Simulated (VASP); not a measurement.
Input of a VASP 6.6.1 run:

Contents of INCAR:

```
SYSTEM = W
  ALGO = Normal
  EDIFF = 1E-7
  EDIFFG = -0.01
  ENCUT = 600
  GGA = RE
  IBRION = 2
  ISIF = 3
  ISMEAR = -1
  LASPH = .True.
  LCHARG = .False.
  LREAL = .False.
  LWAVE = .False.
  NELM = 100
  NSW = 60
  PREC = Accurate
  SIGMA = 0.05
```

Contents of KPOINTS:

```
k-points
0
Gamma
  11 11 11
  0 0 0
```

Contents of POSCAR:

```
W
1.0
    0.0000000000      2.0300000000      2.0300000000
    2.0300000000      0.0000000000      2.0300000000
    2.0300000000      2.0300000000      0.0000000000
W
1
Direct
    0.0000000000      0.0000000000      0.0000000000
```

Potentials or basis: VASP PAW PBE potentials, release 64 (W_sv).

Run with:

```console
$ cat potpaw_PBE.64/W_sv/POTCAR > POTCAR
$ mpirun -np 1 vasp_std > vasp.out
```

**Question.** Predict the relaxed cell.

**Answer.** a = 2.864 Å, b = 2.864 Å, c = 2.864 Å, α = 60.00°, β = 60.00°, γ = 60.00°.

**Question.** What does it give for the band gap on the k mesh?

**Answer.** None (metal or under the smearing width).

The path:
```
step  energy change (eV)  largest force (eV/Å)  pressure (GPa)  volume (Å³)
   1              0.0000                0.0000           -1.92        16.73
   2              0.0068                0.0000            6.73        16.25
   3             -0.0007                0.0000           -0.02        16.62
```

Caveat: the PAW data sets were made with another functional, which shifts forces and pressure a little. The run has no spin-orbit coupling, so splittings on W are missing.
